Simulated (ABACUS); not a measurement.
# BN (F-43m) in ABACUS: further runs

One crystal, BN, is run at these levels: LDA, BP86, rPW86PBE, HCTH407; tasks: single point, relaxation of cell and atoms.

Everything below comes from runs of ABACUS 3.10.1. Logs are shortened: lines on timing, memory, paths and dates and some standing lists are left out, and cuts for length are marked.

**Experimental background.**

From a printed reference work, monograph, for a bulk crystal of BN at 300 K: band gap 6.4 eV (indirect).

The results are compared with them further down.

**1. Starting point**

It takes space group F-43m (No. 216, cubic). The conventional cell has a = 3.626 Å, b = 3.626 Å, c = 3.626 Å, α = 90.00°, β = 90.00°, γ = 90.00°. N (site symmetry -43m) has 4 B at 1.57 Å as nearest neighbours. Around B (site symmetry -43m) lie 4 N at 1.57 Å.

The cell is a database's computed one.

**2. Single point, LDA**

Contents of INPUT:

```
INPUT_PARAMETERS
suffix              BN
calculation         scf
basis_type          lcao
pseudo_dir          ./
orbital_dir         ./
symmetry            1
dft_functional      pz
ecutwfc             100
pseudo_rcut         10
nspin               1
nbands              14
ks_solver           genelpa
smearing_method     fd
smearing_sigma      0.00367493
scf_thr             1e-07
scf_nmax            100
mixing_type         broyden
mixing_beta         0.7
cal_force           1
cal_stress          1
out_mul             1
out_chg             1
```

Contents of STRU:

```
ATOMIC_SPECIES
N 14.0070 N.upf
B 10.8100 B.upf

NUMERICAL_ORBITAL
N_confined-atom_6au_2s2p1d.orb
B_confined-atom_7au_2s2p1d.orb

LATTICE_CONSTANT
4.8452022309

LATTICE_VECTORS
0.0000000000 0.7071067812 0.7071067812
0.7071067812 0.0000000000 0.7071067812
0.7071067812 0.7071067812 0.0000000000

ATOMIC_POSITIONS
Cartesian

N
0.0
1
0.3535533906 0.3535533906 0.3535533906 1 1 1

B
0.0
1
0.0000000000 0.0000000000 0.0000000000 1 1 1
```

Contents of KPT:

```
K_POINTS
0
Gamma
12 12 12 0 0 0
```

Potentials or basis: PseudoDojo NC SR 0.4.1 LDA stringent, DZP LCAO (the cutoffs set its grid).

Command:

```
$ OMP_NUM_THREADS=1 mpirun -np 4 abacus > log
```

running log:

```text
ABACUS v3.10.1

               Atomic-orbital Based Ab-initio Computation at UStc

 ------------------------------------------------------------------------------------

 READING GENERAL INFORMATION
                           global_out_dir = OUT.BN/
                           global_in_card = INPUT
                               pseudo_dir = ./
                              orbital_dir = ./
                                    DSIZE = 4
                                    GSIZE = 1

 READING UNITCELL INFORMATION
                                    ntype = 2
                  lattice constant (Bohr) = 4.8452
              lattice constant (Angstrom) = 2.56397

 READING ATOM TYPE 1
                               atom label = N
                      L=0, number of zeta = 2
                      L=1, number of zeta = 2
                      L=2, number of zeta = 1
             number of atom for this type = 1

 READING ATOM TYPE 2
                               atom label = B
                      L=0, number of zeta = 2
                      L=1, number of zeta = 2
                      L=2, number of zeta = 1
             number of atom for this type = 1

                        TOTAL ATOM NUMBER = 2
CARTESIAN COORDINATES ( UNIT =       4.845202230900 Bohr ).
    atom                   x                   y                   z     mag                  vx                  vy                  vz
tauc_N1            0.3535533906        0.3535533906        0.3535533906  0.0000        0.0000000000        0.0000000000        0.0000000000
tauc_B1            0.0000000000        0.0000000000        0.0000000000  0.0000        0.0000000000        0.0000000000        0.0000000000

                          Volume (Bohr^3) = 80.4305
                             Volume (A^3) = 11.9186

 Lattice vectors: (Cartesian coordinate: in unit of a_0)
                   +0           +0.707107           +0.707107
            +0.707107                  +0           +0.707107
            +0.707107           +0.707107                  +0
 Reciprocal vectors: (Cartesian coordinate: in unit of 2 pi/a_0)
            -0.707107           +0.707107           +0.707107
            +0.707107           -0.707107           +0.707107
            +0.707107           +0.707107           -0.707107
 The esolver type has been set to : ksdft_lcao

                PAO radial cut off (Bohr) = 10

 Read in pseudopotential file is N.upf
                     pseudopotential type = NC
          exchange-correlation functional = SLAPWNOGXNOGC
                 nonlocal core correction = 1
                        valence electrons = 5
                                     lmax = 1
                           number of zeta = 2
                     number of projectors = 4
                           L of projector = 0
                           L of projector = 0
                           L of projector = 1
                           L of projector = 1
 XC functional updated to : pz
          exchange-correlation functional = PZ
                PAO radial cut off (Bohr) = 10

 Read in pseudopotential file is B.upf
                     pseudopotential type = NC
          exchange-correlation functional = SLAPWNOGXNOGC
                 nonlocal core correction = 1
                        valence electrons = 3
                                     lmax = 1
                           number of zeta = 2
                     number of projectors = 4
                           L of projector = 0
                           L of projector = 0
                           L of projector = 1
                           L of projector = 1
 XC functional updated to : pz
          exchange-correlation functional = PZ
     initial pseudo atomic orbital number = 8

 SETUP THE ELECTRONS NUMBER
             electron number of element N = 5
       total electron number of element N = 5
             electron number of element B = 3
       total electron number of element B = 3
            AUTOSET number of electrons:  = 8
                           occupied bands = 4
                                   NLOCAL = 26
                                   NBANDS = 14
                                   NBANDS = 14
                                   NLOCAL = 26

 SETUP THE PLANE WAVE BASIS
 energy cutoff for charge/potential (unit:Ry) = 400
            fft grid for charge/potential = [ 32, 32, 32 ]
[... 81 lines left out ...]
                                    ibrav = 2
                       right hand lattice = 1
(for k-lattice: )
                             BRAVAIS TYPE = 2
                     BRAVAIS LATTICE NAME = 02. Cubic I (body-centered)
                                    ibrav = 2
                       right hand lattice = 1
                        ROTATION MATRICES = 48
                               nkstot_ibz = 72
K-POINTS REDUCTION ACCORDING TO SYMMETRY
     IBZ    DIRECT_X    DIRECT_Y    DIRECT_Z  WEIGHT  ibz2bz
       1  0.00000000  0.00000000  0.00000000  0.0006       0
       2  0.08333333  0.08333333  0.08333333  0.0046       1
       3  0.16666667  0.16666667  0.16666667  0.0046       2
       4  0.25000000  0.25000000  0.25000000  0.0046       3
       5  0.33333333  0.33333333  0.33333333  0.0046       4
       6  0.41666667  0.41666667  0.41666667  0.0046       5
[... 22 lines left out ...]
      29  0.33333333  0.33333333  0.08333333  0.0139      40
      30  0.41666667  0.41666667  0.16666667  0.0139      41
[... 42 further k points ...]

                               nkstot now = 72
[... K-POINTS DIRECT COORDINATES: 72 rows ...]

           k-point number in this process = 72
       minimum distributed K point number = 72
[... stars of the k points ...]

[... K-POINTS CARTESIAN COORDINATES: 72 rows ...]

[... K-POINTS DIRECT COORDINATES: 72 rows ...]

 SETUP PLANE WAVES FOR WAVE FUNCTIONS
     energy cutoff for wavefunc (unit:Ry) = 100
              fft grid for wave functions = [ 32, 32, 32 ]
                    number of plane waves = 1989
                         number of sticks = 211

 PARALLEL PW FOR WAVE FUNCTIONS
     PROC   COLUMNS(POT)             PW
        1             54            497
        2             53            498
        3             52            497
        4             52            497
 --------------- sum -------------------
        4            211           1989

 SET NONLOCAL PSEUDOPOTENTIAL PROJECTORS
 SET NONLOCAL PSEUDOPOTENTIAL PROJECTORS
 max number of nonlocal projetors among all species is 4

 -------------------------------------------
 SELF-CONSISTENT
 -------------------------------------------

 SETUP SEARCHING RADIUS FOR PROGRAM TO SEARCH ADJACENT ATOMS
                  longest orb rcut (Bohr) = 7
   longest nonlocal projector rcut (Bohr) = 1.38
                     search radius (Bohr) = 16.8
              searching radius is (Bohr)) = 16.8
         searching radius unit is (Bohr)) = 4.85
                         PeriodicBoundary = 1
                        Radius(unit:lat0) = 3.46
                                   glayer = [ 6, 6, 6 ]
                             glayer_minus = [ 5, 5, 5 ]

Find the coordinate range of the input atom(unit:lat0).
                                  min_tau = [ -7.07, -7.07, -7.07 ]
                                  max_tau = [ 7.42, 7.42, 7.42 ]
                                BoxNumber = [ 11, 11, 11 ]

 SETUP EXTENDED REAL SPACE GRID FOR GRID INTEGRATION
                          real space grid = [ 32, 32, 32 ]
                 big cell numbers in grid = [ 8, 8, 8 ]
             meshcell numbers in big cell = [ 4, 4, 4 ]
                        extended fft grid = [ 15, 15, 15 ]
                dimension of extened grid = [ 39, 39, 39 ]
                            UnitCellTotal = 125
              Atom number in sub-FFT-grid = 2
    Local orbitals number in sub-FFT-grid = 26
                                ParaV.nnr = 20817
                                 init_chg = atomic

 LCAO ALGORITHM --------------- ION=   1  ELEC=   1--------------------------------

 Density error is 0.173868806411
----------------------------------------------------------
     Energy           Rydberg                 eV
----------------------------------------------------------
 E_KohnSham     -26.7767104738       -364.3158361405
 E_Harris       -25.7428517682       -350.2494668171
 E_Fermi        0.8138167646         11.0725451263
----------------------------------------------------------
[... 80 lines left out ...]
 Density error is 1.29194443103e-08
----------------------------------------------------------
     Energy           Rydberg                 eV
----------------------------------------------------------
 E_KohnSham     -26.8346872844       -365.1046511166
 E_KS(sigma->0) -26.8346872844       -365.1046511166
 E_Harris       -26.8346872544       -365.1046507075
 E_band         1.7448338293         23.7396821417
 E_one_elec     4.5773340961         62.2778253567
 E_Hartree      3.5240345588         47.9469499488
 E_xc           -8.6751931384        -118.0320579330
 E_Ewald        -26.2608628009       -357.2973684891
 E_entropy(-TS) -0.0000000000        -0.0000000000
 E_descf        0.0000000000         0.0000000000
 E_exx          0.0000000000         0.0000000000
 E_Fermi        0.8893163210         12.0997692896
----------------------------------------------------------

 charge density convergence is achieved
 final etot is -365.10465112 eV
 EFERMI = 12.09976929 eV

 STATE ENERGY(eV) AND OCCUPATIONS    NSPIN == 1
 1/72 kpoint (Cartesian) = 0.0000 0.0000 0.0000 (340 pws)
       1       -9.12593     0.00115741
       2        10.7492     0.00115741
       3        10.7492     0.00115741
       4        10.7492     0.00115741
       5        19.4278    2.58835e-67
       6        19.4278    2.58835e-67
       7        19.4278    2.58835e-67
       8        21.9569    2.79039e-89
       9        38.7966        0.00000
      10        38.7966        0.00000
      11        38.8669        0.00000
      12        39.9596        0.00000
      13        39.9596        0.00000
      14        39.9596        0.00000
[... 66 lines left out ...]
       1       -5.55342     0.00925926
       2        1.01049     0.00925926
       3        8.89466     0.00925926
       4        8.89466     0.00925926
       5        20.9329    1.74936e-79
       6        21.3308    6.12054e-83
       7        21.3308    6.12054e-83
       8        26.0381        0.00000
       9        35.8544        0.00000
      10        36.7319        0.00000
      11        36.7319        0.00000
      12        40.2588        0.00000
      13        47.9308        0.00000
      14        47.9308        0.00000

[... levels at 66 further k points ...]

 correction force for each atom along direction 1 is -0.0810101
 correction force for each atom along direction 2 is -0.0346737
 correction force for each atom along direction 3 is -0.0467716
------------------------------------------------------------------------------------------
 TOTAL-FORCE (eV/Angstrom)
------------------------------------------------------------------------------------------
                        N1         0.0000000000         0.0000000000         0.0000000000
                        B1         0.0000000000         0.0000000000         0.0000000000
------------------------------------------------------------------------------------------

----------------------------------------------------------------
 TOTAL-STRESS (KBAR)
----------------------------------------------------------------
      -123.7033259450         0.0000000000        -0.0000000000
        -0.0000000000      -123.7033259450        -0.0000000000
        -0.0000000000         0.0000000000      -123.7033259450
----------------------------------------------------------------
 TOTAL-PRESSURE: -123.703326 KBAR

 --------------------------------------------
 !FINAL_ETOT_IS -365.1046511166334767 eV
 --------------------------------------------
```

It took 9.6 s on 4 MPI ranks of Intel Xeon Platinum 8259CL at 2.50GHz (Skylake/Cascade Lake), shared host; peak memory 0.4 GiB.

Results:

- Free energy: -365.1047 eV
- Pressure: -12.4 GPa
- Band gap on the k mesh: 4.43 eV, indirect (least direct gap 8.68 eV)
- Mulliken charges: N -0.47; B +0.47 e

Levels at points of the mesh, in eV from the valence-band top:
```tsv
k point	band 1	band 2	band 3	band 4	band 5	band 6	band 7	band 8	band 9
(0.00, 0.00, 0.00)	-19.88	0.00	0.00	0.00	8.68	8.68	8.68	11.21	28.05
(0.50, 0.50, 0.50)	-15.71	-10.62	-1.95	-1.95	10.26	10.58	10.58	15.45	25.07
(0.50, 0.50, 0.00)	-14.36	-8.81	-4.91	-4.91	4.43	9.20	17.60	17.60	20.98
```

Caveat: the atomic orbitals were generated for these runs and aren't a published set; Mulliken charges move with the basis; the basis of atomic orbitals isn't converged, which shifts pressures, moduli and gaps.

**3. Single point, BP86**

Contents of run_abacus.py:

```python
"""ABACUS run from a structure file: ASE reads it, the script writes STRU, KPT and INPUT."""
import re
import subprocess
from ase.io import read
from ase.units import Bohr

atoms = read("BN.xyz")
atoms = atoms[(-atoms.numbers).argsort(kind="stable")]  # ABACUS lists atoms element by element
pseudo = {'N': 'N.upf', 'B': 'B.upf'}
orbital = {}
magmoms = None
kmesh = [10, 10, 10]
params = {
    'suffix': 'BN',
    'calculation': 'scf',
    'basis_type': 'pw',
    'pseudo_dir': './',
    'symmetry': 1,
    'dft_functional': 'GGA_X_B88+GGA_C_P86',
    'ecutwfc': 84,
    'pseudo_rcut': 10,
    'nspin': 1,
    'nbands': 14,
    'ks_solver': 'dav',
    'smearing_method': 'fd',
    'smearing_sigma': 0.00367493,
    'scf_thr': 1e-08,
    'scf_nmax': 100,
    'mixing_type': 'broyden',
    'mixing_beta': 0.7,
    'cal_force': 1,
    'cal_stress': 1,
    'out_chg': 1,
    'out_pot': 2,
    'out_elf': 1,
}

symbols = atoms.get_chemical_symbols()
elements = list(dict.fromkeys(symbols))
lines = ["ATOMIC_SPECIES"] + [f"{e} {atoms.get_masses()[symbols.index(e)]:.4f} {pseudo[e]}" for e in elements]
if orbital:
    lines += ["", "NUMERICAL_ORBITAL"] + [orbital[e] for e in elements]
lines += ["", "LATTICE_CONSTANT", f"{1 / Bohr:.10f}", "", "LATTICE_VECTORS"]
lines += [" ".join(f"{x:.10f}" for x in v) for v in atoms.cell]
lines += ["", "ATOMIC_POSITIONS", "Direct"]
for e in elements:
    lines += ["", e, "0.0", str(symbols.count(e))]
    for i, p in enumerate(atoms.get_scaled_positions(wrap=False)):
        if symbols[i] == e:
            mag = "" if magmoms is None else " mag " + " ".join(str(x) for x in (magmoms[i] if isinstance(magmoms[i], list) else [magmoms[i]]))
            lines.append(" ".join(f"{x:.10f}" for x in p) + " 1 1 1" + mag)
open("STRU", "w").write("\n".join(lines) + "\n")
open("KPT", "w").write("K_POINTS\n0\nGamma\n%d %d %d 0 0 0\n" % tuple(kmesh))
open("INPUT", "w").write("INPUT_PARAMETERS\n" + "".join(f"{k:<20s}{v}\n" for k, v in params.items()))

done = subprocess.run(['mpirun', '-np', '4', 'abacus'])
if done.returncode:
    raise SystemExit(done.returncode)
log = open("OUT.BN/running_scf.log").read()
print("final energy (eV):", re.findall(r"FINAL_ETOT_IS (\S+)", log))
```

Contents of BN.xyz:

```xyz
2
Lattice="0.0000000000 1.8130010000 1.8130010000 1.8130010000 0.0000000000 1.8130010000 1.8130010000 1.8130010000 0.0000000000" Properties=species:S:1:pos:R:3 pbc="T T T"
N      0.9065005000      0.9065005000      0.9065005000
B      0.0000000000      0.0000000000      0.0000000000
```

Potentials or basis: PseudoDojo NC SR 0.5 PBE stringent, plane waves.

Command:

```
$ OMP_NUM_THREADS=1 python run_abacus.py > log
```

Wall time 2.6 s (4 MPI ranks of AMD EPYC 9R45 (Zen 5), shared host); peak memory 0.36 GiB.

Results (log left out):

* Free energy: -365.7188 eV
* Pressure: 1.7 GPa
* Band gap on the k mesh: 4.60 eV, indirect (least direct gap 8.87 eV)

Levels at points of the mesh, in eV from the valence-band top:
| k point | band 2 | band 3 | band 4 | band 5 | band 6 | band 7 |
| --- | --- | --- | --- | --- | --- | --- |
| (0.00, 0.00, 0.00) | 0.00 | 0.00 | 0.00 | 8.87 | 8.87 | 8.87 |
| (0.50, 0.50, 0.50) | -10.56 | -1.92 | -1.92 | 10.14 | 10.77 | 10.77 |
| (0.50, 0.50, 0.00) | -8.82 | -4.85 | -4.85 | 4.60 | 9.34 | 17.78 |

Caveat: the potentials were made for another functional, which shifts forces and pressure.

(Part 1 of 3 ends here.)
